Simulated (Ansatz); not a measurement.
BN: elastic constants from stress and strain

```
CELL_PARAMETERS angstrom
0.00000 1.80750 1.80750
1.80750 0.00000 1.80750
1.80750 1.80750 0.00000
ATOMIC_POSITIONS crystal
B 0.00000 0.00000 0.00000
N 0.75000 0.75000 0.75000
```

Atom numbers follow the list: B1, N2.

The cell is COD entry 9008834, as deposited and not checked against the literature; nothing was relaxed.

All numbers below come from DFT, PBE, all-electron LAPW, scalar-relativistic (Ansatz 0.2.0).

The runs use a Γ-centred 13×13×13 k mesh, Fermi–Dirac smearing of 0.03 eV, basis error target 1 meV/atom, no spin polarisation.

The unstrained cell is at 3.03 GPa. Large strains and very small stresses are left out. Each strain is applied once, with fractional coordinates held (clamped ions), and σ below is the change of stress, positive in tension. One finite strain gives stress–strain coefficients at this pressure with an error of the order of the strain times third-order constants, a few per cent for each per cent of strain.

With x and y strained by +2 %, z held, the run gives σxx = 17.92 GPa, σzz = 6.50 GPa and εxx = εyy = 0.0200. Which stiffness follows?

C12 = σzz/(2εxx) = 162 GPa and C11 + C12 = σxx/εxx = 896 GPa.

With z strained by -3 % at fixed volume, the run gives σzz − σxx = -26.34 GPa and εzz − εxx = -0.0453. Which stiffness follows?

C11 − C12 = (σzz − σxx)/(εzz − εxx) = 581 GPa.

With equal xy, yz and zx engineering shear strains of -1 %, the run gives σxy = -4.57 GPa and γxy = 2εxy = -0.0100. Which stiffness follows?

C44 (clamped ions) = σxy/γxy = 457 GPa.

With equal xy, yz and zx engineering shear strains of +1 %, the run gives σxy = 4.48 GPa and γxy = 2εxy = 0.0100. Which stiffness follows?

C44 (clamped ions) = σxy/γxy = 448 GPa.

What do those two numbers (x and y strained by +2 %, z held) give for C11, and is the cell stable to tetragonal shear?

C11 = 896 − 162 = 734 GPa and C11 − C12 = 572 GPa: positive, so stable to it.

Scaling the volume by 0.9900 and 1.0100 gives 6.95 GPa and -0.72 GPa. Combine this with the best C11 − C12 to estimate C11 and C12.

B = −ΔP/Δln V = 383.2 GPa = (C11 + 2 C12)/3; with C11 − C12 = 580.8 GPa, C11 = B + (2/3)(C11 − C12) = 770 GPa and C12 = B − (C11 − C12)/3 = 190 GPa.
